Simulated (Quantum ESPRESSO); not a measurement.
# AgCl (Chlorargyrite) in Quantum ESPRESSO: the effect of functional

AgCl (Chlorargyrite):

```
Ag Cl
1.0
     0.00000    2.73500    2.73500
     2.73500    0.00000    2.73500
     2.73500    2.73500    0.00000
Ag Cl
1 1
Direct
  0.00000 0.00000 0.00000
  0.50000 0.50000 0.50000
```

Alike in all runs:

| Property | Result |
| --- | --- |
| Program | Quantum ESPRESSO 7.5 |
| Task | phonons |
| k mesh | 4 × 4 × 4, shifted |
| Occupations | fermi-dirac, width 0.05 eV |
| Spin | no spin polarisation |

Each run relaxes the cell or the atoms first.

```tsv
functional	potentials or basis	cutoff	relaxed volume (Å³/atom)	dielectric constant (mean)	highest phonon frequency (cm⁻¹)
LDA	PseudoDojo 0.4.1 SR LDA standard	1170 eV	?	?	?
revPBE	PseudoDojo 0.4.1 SR PBE standard	1116 eV	23.07	4.68	78
BLYP	PseudoDojo 0.4.1 SR PBE standard	1116 eV	23.54	4.77	95
WC	PseudoDojo 0.4.1 SR PBE standard	1116 eV	20.21	5.55	120
vdW-DF-cx	PseudoDojo 0.4.1 SR PBE standard	1116 eV	20.49	5.34	125
```

What does the run with functional LDA give?

Relaxed volume 19.19 Å³/atom; dielectric constant 5.87 mean; highest phonon frequency 130 cm⁻¹.

Caveats: the potentials were made for another functional, which shifts forces and pressure (some runs); before the sum rule the acoustic modes lie tens of cm⁻¹ from zero, a sign that the density grid also shifts the optical modes (some runs); the volume moved by over 15 % at a fixed basis, so the end points are rough (some runs).

Runs at the PBE level aren't shown here.
